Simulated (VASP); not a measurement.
Input of a VASP 6.6.1 run:

Contents of POSCAR:

```
TiO2                                    
1.0
    4.5927071365     -0.0000000000      0.0000000000
    0.0000000000      4.5927071365      0.0000000000
    0.0000000000      0.0000000000      2.9417409262
  Ti              O             
     2     4
Direct
     0.0000000000000000    1.0000000000000000    1.0000000000000000
     0.5000000000000000    0.5000000000000000    0.5000000000000000
     0.3043249358259531    0.3043249358259531    0.0000000000000000
     0.1956750641740469    0.8043249358259531    0.5000000000000000
     0.6956750641740469    0.6956750641740469    1.0000000000000000
     0.8043249358259531    0.1956750641740469    0.5000000000000000
```

INCAR.step1

```
PREC = Accurate ; ENCUT = 520
EDIFF = 1E-8 ; ISMEAR = 0
SIGMA = 0.03 ; LREAL = False
LASPH = True ; NELM = 80
ALGO = Normal ; ISIF = 2
LWAVE = False ; LCHARG = False
LMAXMIX = 4 ; KPAR = 4
GGA = PE ; LEPSILON = True
```

File KPOINTS.step1:

```
Automatic mesh
0
G
  6 6 10
  0 0 0
```

Contents of INCAR.step2:

```
PREC = Accurate ; ENCUT = 520
EDIFF = 1E-5 ; ISMEAR = 0
SIGMA = 0.03 ; LREAL = False
LASPH = True ; NELM = 80
ALGO = Normal ; ISIF = 2
LWAVE = True ; LCHARG = False
LMAXMIX = 4 ; NBANDS = 33
KPAR = 4 ; GGA = PE
```

Contents of KPOINTS.step2:

```
Automatic mesh
0
Gamma
  4 4 6
```

Contents of INCAR.step3:

```
PREC = Accurate ; ENCUT = 520
EDIFF = 1E-6 ; ISMEAR = 0
SIGMA = 0.03 ; LREAL = False
LASPH = True ; NELM = 80
ALGO = Normal ; ISIF = 2
LWAVE = False ; LCHARG = False
LMAXMIX = 4 ; GGA = PE
LHFCALC = True ; AEXX = 0.1273
PRECFOCK = Fast ; HFRCUT = -1
NBANDS = 33 ; KPAR = 4
ISTART = 1
```

The input KPOINTS.step3:

```
Automatic mesh
0
Gamma
  4 4 6
```

File KPOINTS_OPT:

```
explicit points
6
Reciprocal
 0.0000000000  0.0000000000  0.0000000000 1
 0.5000000000  0.5000000000  0.5000000000 1
 0.5000000000  0.5000000000  0.0000000000 1
 0.0000000000  0.5000000000  0.5000000000 1
 0.0000000000  0.5000000000  0.0000000000 1
 0.0000000000  0.0000000000  0.5000000000 1
```

Potentials or basis: VASP PAW PBE potentials, release 64 (Ti_sv, O).

Run with:

```sh
$ cat potpaw_PBE.64/Ti_sv/POTCAR potpaw_PBE.64/O/POTCAR > POTCAR
$ cp INCAR.step1 INCAR
$ cp KPOINTS.step1 KPOINTS
$ mpirun -np 4 vasp_std > vasp.out
$ cp INCAR.step2 INCAR
$ cp KPOINTS.step2 KPOINTS
$ mpirun -np 4 vasp_std > vasp.out
$ cp INCAR.step3 INCAR
$ cp KPOINTS.step3 KPOINTS
$ mpirun -np 4 vasp_std > vasp.out
```

Question: What does it give for the pressure?

Answer: 3.1 GPa.

Question: What does it give for the band gap along the path?

Answer: 2.98 eV, direct.

Question: What does it give for the band gap on the k mesh?

Answer: 2.98 eV, direct.

Question: Predict the largest force.

Answer: 0.036 eV/Å.

Forces in eV/Å, atoms in the order of the input:
```
Ti   0.000  0.000  0.000
Ti   0.000  0.000  0.000
O    0.025  0.025  0.000
O   -0.025  0.025  0.000
O   -0.025 -0.025  0.000
O    0.025 -0.025  0.000
```

Caveat: the PAW data sets were made with another functional, which shifts forces and pressure a little.

**The experiment to reproduce.**

“Shallow Valence Band of Rutile GeO2 and P-type Doping”, 2020, arxiv:2011.08928 quotes, for a bulk crystal of TiO2 at 1.6 K: band gap 3.03 eV (direct).

Against the measured gap of TiO2, 3.03 eV (direct; 1.6 K; quoted in “Shallow Valence Band of Rutile GeO2 and P-type Doping”, 2020, arxiv:2011.08928), the calculated 2.98 eV is off by -0.05 eV. 2 values of this kind are on record in papers (3.03 to 3.05 eV); this one was drawn at random among those near their median. The value is that of PBE-EpsX, without temperature or zero-point motion.
